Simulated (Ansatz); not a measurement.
This is a single-point calculation with the plane-wave code Ansatz on SnSe (zincblende); the level of theory is r2SCAN. The cell was relaxed with r2SCAN and then strained (xy shear, engineering strain (angle) -5.96 %), with the atoms relaxed again with r2SCAN; k points keep the names of the unstrained zone.

Input file:
```yaml
crystal:
  lattice:
    - [-0.100246732, 3.3639842963, 3.3639842963]
    - [3.3639842963, -0.100246732, 3.3639842963]
    - [3.2637375643, 3.2637375643, 0.0]
  atoms:
    - { symbol: Sn, position: [-0.0057375899, -0.0057375899, 0.0057375899] }
    - { symbol: Se, position: [0.2557375899, 0.2557375899, 0.2442624101] }
kpoints:
  mp_grid: { grid: [6, 6, 6] }
  band_path:
    path:
      - [0.0, 0.0, 0.0]
      - [-0.5, -0.5, 0.0]
      - [-0.375, -0.375, 0.25]
      - [-0.375, 0.0, 0.375]
      - [0.0, 0.0, 0.5]
      - [-0.5, -0.25, 0.25]
    npoints: 1
hamiltonian:
  xc: r2scan
scf:
  occupations: { method: fermi_dirac, width: 0.02 }
  n_extra_bands: 4
output:
  forces: true
  stress: true
  eigenvalues: true
```

The output, standing remarks left out:
```
scf.n_extra_bands = 4 over 15 filled bands (N_el = 30.0): the run solves 19 bands
Pseudopotential: Sn, paw, valence charge 14, recommended cutoff 500 eV (meta_gga)
Pseudopotential: Se, paw, valence charge 16, recommended cutoff 500 eV (meta_gga)
Functional definition: r2SCAN
Crystal: 2 atoms, lattice volume = 76.069 Å³
Basis set: ecut = 500 eV, 1953 PW (Γ)
Symmetry: 4 space group operations
Space group: Imm2 (ITA 44)
k-points: 46 of 216 (time reversal used)
preconditioner: auto → none  [insulator: Δε(μ)=0.324 eV  σ=0.020 eV  ℏωp=13.5 eV]
SCF 1 converged in 6 iterations: F = -11517.011506 eV  dr2 = 9.13e-8
NSCF: frozen V_eff on 6 k-points
Free energy (F): -11517.011506 eV
Internal energy: -11517.011477 eV  (E = F + TS)
E sigma→0 (E₀):  -11517.011491 eV
Entropy (-TS):   -0.000029 eV (-0.014 meV/atom)
Fermi energy:    5.369753 eV
--- Stress (GPa, compression-positive) ---
       -0.100974      -0.831535       0.000000
       -0.831535      -0.100974       0.000000
        0.000000       0.000000      -0.195384
  P = ⅓ Tr σ = -0.1324 GPa (-1.324 kbar)
```

bands.tsv, columns around the gap (it counts bands from 0):
```tsv
# k_distance	band_10	band_11	band_12	band_13	band_14	band_15	band_16	band_17	band_18
# fermi_ev = 5.369753
# [0, 0, 0] at k_distance = 0.000000
# [-0.5, -0.5, 0] at k_distance = 0.933890
# [-0.375, -0.375, 0.25] at k_distance = 1.274212
# [-0.375, 0, 0.375] at k_distance = 1.835252
# [0, 0, 0.5] at k_distance = 2.396292
# [-0.5, -0.25, 0.25] at k_distance = 3.057092
# levels_relative_to = fermi_ev
0.000	-13.867	-5.352	-2.571	-2.484	-2.368	1.500	1.643	1.752	5.051
0.934	-13.200	-7.722	-3.874	-3.539	-0.768	0.272	4.524	4.751	5.861
1.274	-13.196	-7.643	-4.103	-3.648	-0.744	1.652	3.477	3.960	5.484
1.835	-13.209	-7.655	-4.165	-3.509	-0.489	1.319	3.475	3.969	5.491
2.396	-13.345	-7.380	-3.109	-3.029	-2.376	2.302	2.380	3.620	6.534
3.057	-13.194	-7.677	-4.031	-3.899	0.009	1.862	2.262	4.186	5.690
```
In order the rows are Γ, X, U, K, L, W.

r2SCAN gives an indirect gap of 0.09 eV, from W to X (0, -1/2, -1/2); the least direct gap is 0.74 eV at X (0, -1/2, -1/2). The mean pressure is -0.13 GPa (compression positive), so r2SCAN would shrink the cell's volume.

Spin-unpolarised throughout. Whether this structure exists isn't addressed.

No spin-orbit coupling is included; it can move band edges with weight on the heavy atoms by tenths of an eV.

Gaps or overlaps of about a tenth of an eV are at the limit of these meshes: between the points read a gap can be smaller or closed.
